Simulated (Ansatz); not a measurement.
A run of Ansatz 0.2.0 is set up as follows.

input.yaml

```yaml
crystal:
  lattice:
    - [0.0, 3.039, 3.039]
    - [3.039, 0.0, 3.039]
    - [3.039, 3.039, 0.0]
  atoms:
    - { symbol: Hg, position: [0.0, 0.0, 0.0] }
    - { symbol: Se, position: [0.75, 0.75, 0.75] }
kpoints:
  mp_grid: { grid: [6, 6, 6] }
scf:
  occupations: { method: fermi_dirac, width: 0.05 }
hamiltonian:
  xc: pbesol
  pseudopotentials: { kind: all_electron, lapw: { basis_error: 0.001 } }
output: {}
phonons:
  method: fd
  supercell: [1, 1, 1]
```

Potentials or basis: all-electron LAPW, scalar-relativistic.

Run with:

```sh
$ ansatz run input.yaml --threads 1 --pin off --max-ram 3072MiB --backend cpu --events-out ev --progress --plain --runs-dir out
```

**Question.** Predict the highest phonon frequency at Γ.

**Answer.** 133 cm⁻¹.

**Question.** What does it give for the band gap on the k mesh?

**Answer.** None (metal or under the smearing width).

Phonon frequencies in cm⁻¹ (negative: imaginary):
```
              q point        frequencies
(0.000, 0.000, 0.000)  0 0 0 133 133 133
```

Caveat: a metal's response needs a denser mesh. The run has no spin-orbit coupling, so splittings on Hg are missing.
